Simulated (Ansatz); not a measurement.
simple cubic against fcc along the 5d metals

Method: Ansatz 0.2.0, DFT, revPBE, plane waves (420 eV) with PAW, scalar-relativistic. (PAW data from PBE, frozen cores regenerated.)

Each structure is relaxed within its symmetry, in the lowest magnetic state of the tried starts. Differences under about 8 meV lie within the error of the k-point mesh.

```json
{"element": "Lu", "E(simple cubic) − E(fcc) (meV/atom)": "805", "V(simple cubic) (Å³/atom)": "34.36", "V(fcc) (Å³/atom)": "30.18", "state of simple cubic": "spin not included", "state of fcc": "spin not included"}
{"element": "Hf", "E(simple cubic) − E(fcc) (meV/atom)": "1020", "V(simple cubic) (Å³/atom)": "25.42", "V(fcc) (Å³/atom)": "23.05", "state of simple cubic": "spin not included", "state of fcc": "spin not included"}
{"element": "Ta", "E(simple cubic) − E(fcc) (meV/atom)": "893", "V(simple cubic) (Å³/atom)": "20.91", "V(fcc) (Å³/atom)": "19.06", "state of simple cubic": "spin not included", "state of fcc": "spin not included"}
{"element": "W", "E(simple cubic) − E(fcc) (meV/atom)": "954", "V(simple cubic) (Å³/atom)": "18.54", "V(fcc) (Å³/atom)": "16.61", "state of simple cubic": "spin not included", "state of fcc": "spin not included"}
{"element": "Re", "E(simple cubic) − E(fcc) (meV/atom)": "1310", "V(simple cubic) (Å³/atom)": "17.34", "V(fcc) (Å³/atom)": "15.12", "state of simple cubic": "spin not included", "state of fcc": "spin not included"}
{"element": "Os", "E(simple cubic) − E(fcc) (meV/atom)": "1387", "V(simple cubic) (Å³/atom)": "16.88", "V(fcc) (Å³/atom)": "14.46", "state of simple cubic": "spin not included", "state of fcc": "spin not included"}
{"element": "Ir", "E(simple cubic) − E(fcc) (meV/atom)": "983", "V(simple cubic) (Å³/atom)": "17.20", "V(fcc) (Å³/atom)": "14.63", "state of simple cubic": "spin not included", "state of fcc": "non-magnetic"}
{"element": "Pt", "E(simple cubic) − E(fcc) (meV/atom)": "?", "V(simple cubic) (Å³/atom)": "?", "V(fcc) (Å³/atom)": "?", "state of simple cubic": "?", "state of fcc": "?"}
{"element": "Au", "E(simple cubic) − E(fcc) (meV/atom)": "176", "V(simple cubic) (Å³/atom)": "21.25", "V(fcc) (Å³/atom)": "18.33", "state of simple cubic": "spin not included", "state of fcc": "spin not included"}
```

**Question.** Fill in the row of Pt.

**Answer.** E(simple cubic) − E(fcc) (meV/atom): 439; V(simple cubic) (Å³/atom): 18.35; V(fcc) (Å³/atom): 15.85; state of simple cubic: spin not included; state of fcc: spin not included.
